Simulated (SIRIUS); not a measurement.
# TiB2: changing the Hubbard U on Ti d

It takes space group P6/mmm (No. 191, hexagonal). Conventional cell: a = 3.029 Å, b = 3.029 Å, c = 3.228 Å, α = 90.00°, β = 90.00°, γ = 120.00°. Ti (site symmetry 6/mmm) is surrounded by 12 B at 2.38 Å. B (site symmetry -6m2) is surrounded by 3 B at 1.75 Å.

Kept alike: task single point; functional PBE; k mesh 10 × 10 × 8; occupations fermi-dirac, width 0.05 eV; no spin polarisation. Program: SIRIUS, PseudoDojo 0.4.1 PBE standard (scalar relativistic), cutoff 1152 eV. The mesh is that of the run's cell of 3 atoms. No spin-orbit coupling.

| run | pressure (GPa) |
| --- | --- |
| A | 1.95 |
| B | 3.85 |
| C | 0.20 |
| D | 8.30 |
| E | 5.94 |

Pressure is positive in compression; the values hold the error of the finite cutoff, so their zero can differ a little from the energy's minimum. U acts here on a shell without spin polarisation. How U acts hangs on the program's projectors.

Task: The runs differ in the Hubbard U on Ti d alone: 0; 2; 4; 6; 8 eV. Which run is which?

Result: Run A is 2 eV; run B is 4 eV; run C is 0 eV; run D is 8 eV; run E is 6 eV. The pressure rises from 0.20 to 8.30 GPa between 0 and 8 eV. U localises the shell and weakens its bonds, so the cell pushes outwards.

The pressure climbs at every step in U, and slightly faster at larger U, so the fixed cell is increasingly too small for the electronic structure imposed on it. In TiB2 the cohesion comes from the covalent boron network together with Ti d–B p mixing, which places the Fermi level in a pseudogap between bonding and antibonding states. The Ti d orbitals are fractionally occupied and mostly less than half filled. A U correction therefore tends to raise them relative to B p and penalise their mixing, which probably weakens the Ti–B bonds more than it creates truly localised d electrons. Expansion reduces the overlap and with it this penalty, hence the outward push.

The near-zero pressure at 0 eV shows that the cell lies close to equilibrium for uncorrected PBE, but is not in itself evidence for that value of U. The better argument for a small correction is the broad, well-screened d bands of this metal. The pressure alone doesn't reveal whether the expansion would occur mainly within the boron planes or between them.
